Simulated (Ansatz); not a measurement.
# A hole started on a pair of O atoms pulled together in SnO2 (P4_2/mnm), part 2 of 2

Aim: find out whether an added hole stays on a pair of O atoms pulled together in SnO2 (P4_2/mnm) by distorting the lattice there, how its energy compares with the band edge, and how the answer depends on the level of theory. The model is a cell of 96 host atoms.

Ansatz 0.2.0; plane-wave PAW DFT, PBE0 form with 0.213 exact exchange; relaxation of all atoms of a supercell at fixed charge in a uniform background; PAW set soft_1.

So far. Step 2 (Relaxation with the hole, PBE0 (α = 0.213)): The sizes of the moments in the atoms' spheres add to about 1.1 μB, shared by more than 30 atoms in effect: the carrier has spread out.

## 4. States in the gap, PBE0 (α = 0.213)

Level of this step: plane-wave PAW DFT, PBE0 form with 0.213 exact exchange; single point of a supercell at fixed charge in a uniform background; PAW set soft_1 (Ansatz).

A single point on the relaxed atoms asks for the levels and how far each is spread.

qp1_M1_trap.hyb/input.yaml

```yaml
crystal:
  checkpoint: "../qp1_M1_trap.hrelax.run"
  host: checkpoint
total_charge: 1
basis:
  ecutwfc: 420
  xc_grid: 2
hamiltonian:
  xc: { preset: pbe0, exx: 0.213 }
  pseudopotentials: { kind: paw, azcp: { folder: soft_1 } }
kpoints:
  mp_grid: { grid: [1, 1, 1] }
magnetization:
  spin_polarized: true
  initial_magnetization: 1
  spin_locking: { lock_magnetization: hard }
scf:
  occupations: { method: fixed }
  max_iter: 80
output:
  forces: true
  charged_corrections:
    epsilon: [4.6, 4.6, 4.91]
    static_epsilon: [13.48, 13.48, 10.42]
    defect_position: [0.5, 0.5, 0.25]
  eigenvalues: true
  eigenstates: { localisation: true }
  efg: {}
checkpoint:
  read: "../qp1_M1_trap.hrelax.run"
  write: "../qp1_M1_trap.hyb.run"
  compress: false
  write_wavefunctions: true
  write_every: 100000
```

The run is started by

```console
$ ansatz run input.yaml --threads 32 --pin off --max-ram 131891MiB --backend cuda --events-out ev --progress --plain --runs-dir out
```

Numbers of over 12 decimals in the logs are rounded to 6 here.

The program printed:

```text
[...]
crystal.checkpoint: the structure is that of <dir>, a `relax` run, at its step 4: its result, under {"exchange":"pbe","correlation":"pbe","exx":{"coeff":0.213,"omega":null}} at a charge of 1 e; 96 atoms read, 2 with a starting moment; [...]
Sn: output.efg is read without spin–orbit coupling, which moves field gradients at and beside such atoms by some per cent and up to a factor of two; PAW files take it under magnetization.noncollinear and magnetization.spin_orbit
[...]
Crystal: 96 atoms, lattice volume = 1168.209 Å³
Basis set: ecut = 420 eV, 22821 PW (Γ), exchange–correlation on 160×160×192 points (8 copies of the dense FFT grid, shifted against one another)
Bands: 512, of which v1, the nominal top of the filled ones, is band 416 counted from 1 (415 counted from 0)
Symmetry: 1 space group operations
[...]
k-points: 1
[...]
Stability of the state it starts from, as read at its close in the collinear treatment: not read, because the functional holds exact exchange (a hybrid, or Hartree-Fock), whose exchange loop this test does not read (fock_operator); its run was given moments
[...]
Frozen-core exchange: fock
[...]
SCF iter   2: F=-229184.832652 eV  HF=-229184.832652 eV  |Δ(HF+E_count)|=   2.71e-9  Δρ=4.30e-7 (↑4.03e-7 ↓4.30e-7)  dr2=2.95e-10  dr2_m=1.73e-9  M=1.000 μB ∫|m|=1.274 μB sched 1.00e-12)  Hψ=4754
SCF 1 converged in 2 iterations: F = -229184.832652 eV  dr2 = 2.95e-10
[...]
WARN: the filled states extend beyond the cell (their overlap across the Brillouin zone is 0.000, against 0 in a metal and nearly 1 for localised states). With one k-point a hybrid's gap, moments and forces can then be wrong. [...]
this state was not tested for a lower state beside it, because the functional holds exact exchange (a hybrid, or Hartree-Fock), whose exchange loop this test does not read (fock_operator); [...]
[...]
Magnetization: 1.0000 μB (416.0000 up, 415.0000 down)
Absolute magnetization: 1.2729 μB (∫|ρ↑−ρ↓|, with the PAW one-centre terms)
[...]
Per-site moments (μB) at R_I (Å): [(-0.000578372, 0.852838), (-0.000581975, 0.852804), (-0.000579183, 0.852881), [... 6 left out ...]
Free energy (F): -229184.832652 eV
[...]
Internal energy: -229184.832652 eV  (E = F + TS)
E sigma→0 (E₀):  -229184.832652 eV
Fermi energy:    7.715689 (↑ 7.715689, ↓ 7.371819) eV
[...]
--- Forces (eV/Å), atoms counted from 1 ---
  atom   1  Sn     0.00285829     0.00705547    -0.00105991
  atom   2  Sn    -0.00180120     0.00084351     0.01344579
  [... 4 atoms left out ...]
  [... 90 more lines of this table ...]
  max |Σ_I F_I| component: 1.36e-6 eV/Å
--- PAW observables at the nuclei: V_zz in 10²¹ V/m², potentials from the cell's mean, atoms counted from 1 ---
  [... 2 lines on atoms farther from the defect left out ...]
  atom   2  Sn V_zz =    +5.997986   η = 0.9428   by run symmetry: allowed
            electrostatic potential = -8174.645936 V   contact ρ = 1309801.363531 e/Å³   contact ρ_s (e/Å³): all electrons -0.123407, valence -0.119776
  [...]
F Makov-Payne    = n/a  (the rows are of the electrons' constant alone; ansatz place-levels tells what screens the charge)
[...]
--- Band table (eV) ---
[...]
```

Wall time 13 s (1 × NVIDIA GB200 with 32 threads of Arm Neoverse V2, shared host); peak memory 3 GiB.

From eigenstates.tsv, first k-point; energies on the run's zero. The participation number counts the atoms that a state is spread over, of 96; bands count from 0.

```
spin  band  energy (eV)  occupation  participation  largest share on  share
down   409        7.371        1.00           36.9               O11   0.06
down   410        7.371        1.00           38.8               O24   0.06
down   411        7.371        1.00           34.4               O71   0.06
down   412        7.371        1.00           32.9               O48   0.06
down   413        7.372        1.00           31.1               O59   0.08
down   414        7.372        1.00           28.8               O83   0.07
down   415        8.501        0.00           65.0               O32   0.02
down   416       10.942        0.00           87.5               Sn1   0.02
down   417       14.268        0.00           50.5              Sn15   0.04
down   418       14.268        0.00           70.9              Sn86   0.03
down   419       14.268        0.00           75.5              Sn51   0.02
  up   410        7.236        1.00           36.8               O11   0.06
  up   411        7.236        1.00           34.6               O81   0.06
  up   412        7.236        1.00           31.9               O59   0.06
  up   413        7.236        1.00           48.6               O59   0.04
  up   414        7.236        1.00           38.6               O83   0.05
  up   415        7.716        1.00           64.9               O32   0.02
  up   416       10.933        0.00           87.5               Sn1   0.02
  up   417       14.252        0.00           50.3              Sn15   0.04
  up   418       14.252        0.00           72.5              Sn86   0.03
  up   419       14.252        0.00           77.4              Sn51   0.02
  up   420       14.252        0.00           68.4              Sn51   0.03
```

Under PBE0 form with 0.213 exact exchange at the zone centre alone, the highest filled state is spin up, spread over 65 of 96 atoms, and the lowest empty one, 0.79 eV above it, is spin down, spread over 65 of 96 atoms.

Uncorrected and at zero smearing, the relaxed cell and the carrier in the undistorted cell agree within 0.02 eV.

No level is given here: the program refused to align this charged cell with the host.

## 5. Relaxing again with PBEsol

As a control, the same structure relaxes without exact exchange or U. The start is the structure of PBE0 (α = 0.213), where the carrier had already spread, so this step is a weak test of trapping.

qp1_M1_trap.semirelax/input.yaml

```yaml
crystal:
  checkpoint: "../qp1_M1_trap.hrelax.run"
  host: checkpoint
total_charge: 1
basis:
  ecutwfc: 420
  xc_grid: 2
hamiltonian:
  xc: pbesol
  pseudopotentials: { kind: paw, azcp: { folder: soft_1 }, xc_functional: pbe }
kpoints:
  mp_grid: { grid: [1, 1, 1] }
magnetization:
  spin_polarized: true
  initial_magnetization: 1
  spin_locking: { lock_magnetization: hard }
scf:
  occupations: { method: fermi_dirac, width: 0.01 }
  max_iter: 80
output:
  forces: true
  charged_corrections:
    epsilon: [4.6, 4.6, 4.91]
    static_epsilon: [13.48, 13.48, 10.42]
    defect_position: [0.5, 0.5, 0.25]
relax:
  f_tol: 0.02
  max_steps: 60
  escape_saddle: false
checkpoint:
  read: "../qp1_M1_trap.hrelax.run"
  write: "../qp1_M1_trap.semirelax.run"
  compress: false
  write_wavefunctions: true
  write_every: 100000
```

Run time: 2.5 s. Hardware: 1 × NVIDIA GB200 with 32 threads; peak memory 2.2 GiB; 8.2 s of CPU time.

The forces were under the threshold from the start, so no atom moved.

From the single point at the end of this step. The sizes of the moments in the atoms' spheres add to about 1.0 μB, shared by more than 30 atoms in effect: the carrier has spread out.

No level is given here: the program refused to align this charged cell with the host.

## 6. All levels of theory side by side

```
 level of theory    atoms  atoms that share the moment  localised  time for the trial state
PBE0 (α = 0.213)  relaxed                 more than 30         no                      40 s
          PBEsol  relaxed                 more than 30         no                     6.6 s
```

## 7. Summary of results

| Property | Result |
| --- | --- |
| carrier localised (PBE0 (α = 0.213)) | no |
| carrier localised (PBEsol) | no |

With PBE0 (α = 0.213) the hole did not stay localised from this start: it is shared by more than 30 of the 96 atoms in effect. It spreads at every relaxed level of theory in the table. Semilocal functionals favour spread carriers, so their answer alone decides nothing. The point with the carrier in the undistorted cell ran without the search for lower states. One trial site was relaxed, so another site or form can lie lower. Limits: sampling at the zone centre alone can move energies of charged and open-shell states by tenths of an eV or more in cells of this size; spin–orbit coupling, which can matter with heavy atoms, is left out.

[Logs are printed without paths, hosts, clocks, repeated set-up lines and the standing remarks that a program may print on its own settings, such as how far it seeks lower states.]

[Hosts, paths, dates, database ids (printed as entryN), source tags and the programs' standing remarks are cut or masked in the printed files.]

[For some hosts the program warned that the k-mesh of the response run may be too coarse for force constants and the static dielectric constant; such warnings are not shown here.]
